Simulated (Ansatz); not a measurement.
# LiAl12: the cost of one run

Program: Ansatz 0.2.0. Level of theory: DFT PBE, scalar-relativistic, plane waves, PAW. These are calculated values, not measurements.

6 further runs of the same task are left out: 1 that didn't finish, 5 set aside as unsound or not needed.

### Step 1. Starting point

The structure is cubic, space group Fm-3m (No. 225). Conventional cell: a = 4.041 Å, b = 4.041 Å, c = 4.041 Å, α = 90.00°, β = 90.00°, γ = 90.00°. Around Al (site symmetry m-3m) lie 12 Al at 2.86 Å.

Structure file:

```
Al
1.0
     0.00000    2.02031    2.02031
     2.02031    0.00000    2.02031
     2.02031    2.02031    0.00000
Al
1
Direct
  0.00000 0.00000 0.00000
```

It is the result of an earlier relaxation at this level (volume 16.49 Å³/atom; gap on the mesh: none (metal)).

### Step 2. Plan of the scan

Atoms count from 1 in the order of the input.

Li is moved over the surface cell; relaxed at each place: the height of the adsorbate's atoms; substrate rigid; the origin of the map has the adsorbate above Al9.

- position of Li13 along the first surface vector, from above Al9: 6 values from 0.000 to 0.833, periodic
- position of Li13 along the second surface vector, from above Al9: 6 values from 0.000 to 0.833, periodic

Relaxed at each point: the height of the adsorbate's atoms; substrate rigid. Points are written as (first, second).

The two vectors of the plane (Å): (2.857, 0.000, 0.000); (-1.429, 2.474, 0.000).

### Step 3. The run at (0/6, 0/6) of the map's two axes

Input file input.yaml:

```yaml
crystal:
  lattice:
    - [5.7143028096, 0.0, 0.0]
    - [-2.8571514048, 4.948731398, 0.0]
    - [0.0, 0.0, 20.1016424764]
  atoms:
    - { symbol: Al, position: [0.3333333333, 0.1666666667, 0.1989887147] }
    - { symbol: Al, position: [0.3333333333, 0.6666666667, 0.1989887147] }
    - { symbol: Al, position: [0.8333333333, 0.1666666667, 0.1989887147] }
    - { symbol: Al, position: [0.8333333333, 0.6666666667, 0.1989887147] }
    - { symbol: Al, position: [0.1666666667, 0.3333333333, 0.3134533099] }
    - { symbol: Al, position: [0.1666666667, 0.8333333333, 0.3134533099] }
    - { symbol: Al, position: [0.6666666667, 0.3333333333, 0.3134533099] }
    - { symbol: Al, position: [0.6666666667, 0.8333333333, 0.3134533099] }
    - { symbol: Al, position: [0.0, 0.0, 0.4279074452] }
    - { symbol: Al, position: [0.0, 0.5, 0.4279074452] }
    - { symbol: Al, position: [0.5, 0.0, 0.4279074452] }
    - { symbol: Al, position: [0.5, 0.5, 0.4279074452] }
    - { symbol: Li, position: [0.0, 0.0, 0.5522753919] }
basis:
  ecutwfc: 420
kpoints:
  mp_grid: { grid: [6, 6, 1] }
hamiltonian:
  xc: pbe
scf:
  occupations: { method: gaussian, width: 0.1 }
output:
  forces: true
  eigenvalues: true
relax:
  adjacent_minimum: "off"
  f_tol: 0.025
  max_steps: 16
  constraints:
    - { sites: [0, 1, 2, 3, 4, 5, 6, 7, 8, 9, 10, 11] }
    - { sites: [12], fix: xy }
efield:
  axis: 3
  dipole_correction: true
  ramp_width: 0.04
```

The run is started by

```sh
$ ansatz run input.yaml --threads 4 --pin off --max-ram 12288MiB --backend cpu --events-out ev --progress --plain --runs-dir out
```

**Question.** How long does this run take on 4 threads of Arm Neoverse V1, shared host, and how much memory does it need?

About 9.4 s, with a peak of 0.81 GiB.
